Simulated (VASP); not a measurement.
# CO2 (I-42d) in VASP: a series of runs, part 2 of 3

VASP 6.6.1. Earlier steps stand in the parts before.

## 4. Band structure, r2SCAN

Contents of INCAR:

```
SYSTEM = CO2
  PREC = Accurate
  ENCUT = 520
  EDIFF = 1E-6
  ISMEAR = 0
  SIGMA = 0.02
  LREAL = .False.
  LASPH = .True.
  NELM = 100
  ALGO = Normal
  ISIF = 2
  LWAVE = .False.
  LCHARG = .False.
  METAGGA = R2SCAN
  LMIXTAU = .True.
  NBANDS = 25
  KPAR = 2
```

Contents of KPOINTS:

```
regular mesh
0
Gamma
  10 10 10
  0 0 0
```

Contents of POSCAR:

```
CO2
1.0
   -1.9747270000      1.9747270000      3.0140580000
    1.9747270000     -1.9747270000      3.0140580000
    1.9747270000      1.9747270000     -3.0140580000
O C
4 2
Direct
    0.8750000000      0.9597980000      0.5847980000
    0.3750000000      0.2902020000      0.4152020000
    0.0402020000      0.6250000000      0.9152020000
    0.7097980000      0.1250000000      0.0847980000
    0.0000000000      0.0000000000      0.0000000000
    0.7500000000      0.2500000000      0.5000000000
```

Contents of KPOINTS_OPT:

```
path GXYSGZS1NPY1Z,XP
10
line-mode
reciprocal
 0.0000000000  0.0000000000  0.0000000000  G
 0.5000000000 -0.5000000000  0.0000000000  X

 0.5000000000 -0.5000000000  0.0000000000  X
 0.5000000000 -0.5000000000  0.2146253035  Y

 0.5000000000 -0.5000000000  0.2146253035  Y
 0.3573126517 -0.3573126517  0.3573126517  S

 0.3573126517 -0.3573126517  0.3573126517  S
 0.0000000000  0.0000000000  0.0000000000  G

 0.0000000000  0.0000000000  0.0000000000  G
 0.5000000000  0.5000000000 -0.5000000000  Z

 0.5000000000  0.5000000000 -0.5000000000  Z
 0.6426873483  0.3573126517 -0.3573126517  S1

 0.6426873483  0.3573126517 -0.3573126517  S1
 0.5000000000  0.0000000000  0.0000000000  N

 0.5000000000  0.0000000000  0.0000000000  N
 0.7500000000 -0.2500000000 -0.2500000000  P

 0.7500000000 -0.2500000000 -0.2500000000  P
 0.7853746965  0.2146253035 -0.5000000000  Y1

 0.7853746965  0.2146253035 -0.5000000000  Y1
 0.5000000000  0.5000000000 -0.5000000000  Z

 0.5000000000 -0.5000000000  0.0000000000  X
 0.7500000000 -0.2500000000 -0.2500000000  P
```

Launch:

```sh
$ cat potpaw_PBE.64/O/POTCAR potpaw_PBE.64/C/POTCAR > POTCAR
$ mpirun -np 2 vasp_std > vasp.out
```

It took 2.1 min on 2 MPI ranks of Intel Xeon 6975P-C (Granite Rapids), shared host; peak memory 0.27 GiB.

The run converged. Its results:

```
Free energy             : -49.3506 eV
Pressure                : -5.8 GPa
Largest force           : 0.149 eV/Å
Band gap on the k mesh  : 8.40 eV, indirect (least direct gap 8.83 eV)
Band gap along the path : 8.40 eV, indirect (least direct gap 8.83 eV)
```

Forces in eV/Å, atoms in the order of the input:
```
O    0.149  0.000  0.000
O   -0.149  0.000  0.000
O    0.000 -0.149  0.000
O    0.000  0.149  0.000
C    0.000  0.000  0.000
C    0.000  0.000  0.000
```

Stress tensor (GPa, compression positive):
```
-5.28  0.00  0.00
 0.00 -5.28  0.00
 0.00  0.00 -6.87
```

Levels at the corners of the path, in eV from the valence-band top:
```csv
point,band 13,band 14,band 15,band 16,band 17,band 18,band 19,band 20
Γ,-1.20,-0.82,-0.82,-0.43,8.40,9.73,10.02,10.02
X,-0.66,-0.66,-0.52,-0.52,9.54,9.54,10.71,10.71
X,-0.66,-0.66,-0.52,-0.52,9.54,9.54,10.71,10.71
Y,-1.05,-1.05,-0.32,-0.32,9.42,9.42,10.93,10.93
Y,-1.05,-1.05,-0.32,-0.32,9.42,9.42,10.93,10.93
S,-2.22,-1.19,-0.34,-0.11,8.86,9.78,10.96,11.66
S,-2.22,-1.19,-0.34,-0.11,8.86,9.78,10.96,11.66
Γ,-1.20,-0.82,-0.82,-0.43,8.40,9.73,10.02,10.02
Γ,-1.20,-0.82,-0.82,-0.43,8.40,9.73,10.02,10.02
Z,-2.87,-2.87,-0.02,-0.02,9.64,9.64,11.39,11.39
Z,-2.87,-2.87,-0.02,-0.02,9.64,9.64,11.39,11.39
S1,-2.22,-1.19,-0.34,-0.11,8.86,9.78,10.96,11.66
S1,-2.22,-1.19,-0.34,-0.11,8.86,9.78,10.96,11.66
N,-1.70,-1.38,-0.40,0.00,8.94,10.11,10.43,11.07
N,-1.70,-1.38,-0.40,0.00,8.94,10.11,10.43,11.07
P,-0.81,-0.81,-0.59,-0.59,9.53,9.53,10.26,10.26
P,-0.81,-0.81,-0.59,-0.59,9.53,9.53,10.26,10.26
Y1,-1.05,-1.05,-0.32,-0.32,9.42,9.42,10.93,10.93
Y1,-1.05,-1.05,-0.32,-0.32,9.42,9.42,10.93,10.93
Z,-2.87,-2.87,-0.02,-0.02,9.64,9.64,11.39,11.39
X,-0.66,-0.66,-0.52,-0.52,9.54,9.54,10.71,10.71
P,-0.81,-0.81,-0.59,-0.59,9.53,9.53,10.26,10.26
```

Caveat: the PAW data sets were made with another functional, which shifts forces and pressure a little.

## 5. Band structure, TB-mBJ

POSCAR is that of step 4.

Contents of INCAR.step1:

```
SYSTEM = CO2
  PREC = Accurate
  ENCUT = 520
  EDIFF = 1E-5
  ISMEAR = 0
  SIGMA = 0.02
  LREAL = .False.
  LASPH = .True.
  NELM = 100
  ALGO = Normal
  ISIF = 2
  LWAVE = .True.
  LCHARG = .False.
  NBANDS = 25
  GGA = PE
  KPAR = 2
```

Contents of INCAR.step2:

```
SYSTEM = CO2
  PREC = Accurate
  ENCUT = 520
  EDIFF = 1E-6
  ISMEAR = 0
  SIGMA = 0.02
  LREAL = .False.
  LASPH = .True.
  NELM = 100
  ALGO = Normal
  ISIF = 2
  LWAVE = .False.
  LCHARG = .False.
  METAGGA = MBJ
  NBANDS = 25
  ISTART = 1
  KPAR = 2
```

KPOINTS is that of step 4.

KPOINTS_OPT is that of step 4.

Launch:

```sh
$ cat potpaw_PBE.64/O/POTCAR potpaw_PBE.64/C/POTCAR > POTCAR
$ cp INCAR.step1 INCAR
$ mpirun -np 2 vasp_std > vasp.out
$ cp INCAR.step2 INCAR
$ mpirun -np 2 vasp_std > vasp.out
```

It took 2.8 min on 2 MPI ranks of Intel Xeon 6975P-C (Granite Rapids), shared host; peak memory 0.28 GiB.

The run converged. Its results:

```
Band gap on the k mesh  : 9.99 eV, indirect (least direct gap 10.24 eV)
Band gap along the path : 9.97 eV, indirect (least direct gap 10.25 eV)
```

Levels at the corners of the path, in eV from the valence-band top:
```
point  band 12  band 13  band 14  band 15  band 16  band 17  band 18  band 19  band 20  band 21
    Γ    -1.00    -1.00    -0.64    -0.64    -0.33    10.15    10.89    11.32    11.32    14.77
    X    -2.43    -0.56    -0.56    -0.46    -0.46    10.62    10.62    12.08    12.08    14.20
    X    -2.43    -0.56    -0.56    -0.46    -0.46    10.62    10.62    12.08    12.08    14.20
    Y    -2.67    -0.94    -0.94    -0.26    -0.26    10.62    10.62    12.23    12.23    14.22
    Y    -2.67    -0.94    -0.94    -0.26    -0.26    10.62    10.62    12.23    12.23    14.22
    S    -2.25    -2.05    -1.05    -0.25    -0.08    10.26    11.03    12.00    12.92    13.89
    S    -2.25    -2.05    -1.05    -0.25    -0.08    10.26    11.03    12.00    12.92    13.89
    Γ    -1.00    -1.00    -0.64    -0.64    -0.33    10.15    10.89    11.32    11.32    14.77
    Γ    -1.00    -1.00    -0.64    -0.64    -0.33    10.15    10.89    11.32    11.32    14.77
    Z    -2.62    -2.55    -2.55     0.00     0.00    11.03    11.03    12.38    12.38    13.50
    Z    -2.62    -2.55    -2.55     0.00     0.00    11.03    11.03    12.38    12.38    13.50
   S1    -2.25    -2.05    -1.05    -0.25    -0.08    10.26    11.03    12.00    12.92    13.89
   S1    -2.25    -2.05    -1.05    -0.25    -0.08    10.26    11.03    12.00    12.92    13.89
    N    -2.19    -1.45    -1.10    -0.29    -0.01    10.31    11.07    11.83    12.27    14.79
    N    -2.19    -1.45    -1.10    -0.29    -0.01    10.31    11.07    11.83    12.27    14.79
    P    -2.30    -0.65    -0.65    -0.52    -0.52    10.57    10.57    11.73    11.73    15.27
    P    -2.30    -0.65    -0.65    -0.52    -0.52    10.57    10.57    11.73    11.73    15.27
   Y1    -2.67    -0.94    -0.94    -0.26    -0.26    10.62    10.62    12.23    12.23    14.22
   Y1    -2.67    -0.94    -0.94    -0.26    -0.26    10.62    10.62    12.23    12.23    14.22
    Z    -2.62    -2.55    -2.55     0.00     0.00    11.03    11.03    12.38    12.38    13.50
    X    -2.43    -0.56    -0.56    -0.46    -0.46    10.62    10.62    12.08    12.08    14.20
    P    -2.30    -0.65    -0.65    -0.52    -0.52    10.57    10.57    11.73    11.73    15.27
```

Caveat: the PAW data sets were made with another functional, which shifts forces and pressure a little.

(Part 2 of 3 ends here.)
